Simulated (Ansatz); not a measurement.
NaBr under a change: Na vacancy

Consider a 16-atom supercell of NaBr in the rock salt structure (space group Fm-3m, No. 225; a = 6.0360 Å) at its relaxed geometry.

Perturbation: a neutral Na vacancy, atoms relaxed at fixed cell, starting from a slightly rattled geometry.

Calculations: Ansatz (a program for electronic structure) PBE, no spin-orbit coupling. Settings: 4×4×4 k-points, 0.01 eV Fermi–Dirac smearing.

```tsv
quantity	base	changed	shift
pressure	0.0 GPa	-0.1 GPa	-0.1 GPa
```

Final structure:

```
CELL_PARAMETERS angstrom
      0.00000     6.03598     6.03598
      6.03598     0.00000     6.03598
      6.03598     6.03598     0.00000
ATOMIC_POSITIONS crystal
  Br 0.00093 0.99977 0.99969
  Br 0.99692 0.99559 0.50375
  Br 0.99705 0.50388 0.99549
  Br 0.99689 0.50391 0.50388
  Br 0.50518 0.99568 0.99532
  Br 0.50518 0.99555 0.50402
  Br 0.50522 0.50380 0.99539
  Br 0.50113 0.49990 0.49935
  Na 0.25118 0.24983 0.74956
  Na 0.25114 0.74943 0.24953
  Na 0.25108 0.74950 0.74961
  Na 0.75120 0.25010 0.24951
  Na 0.75099 0.24973 0.74957
  Na 0.75111 0.74966 0.24973
  Na 0.75134 0.74934 0.74992
```

The magnetic state is the one reached from the starting moments; the real material's order can differ, and small cells can't hold many antiferromagnetic ones. The cell is small, so the values are those of an ordered compound at a high defect concentration; dilute-limit values will differ. A case with no gap was solved on a k-mesh chosen for an insulator, which is coarse for it. The defect cell is spin-polarised and ends with 1.0 μB.
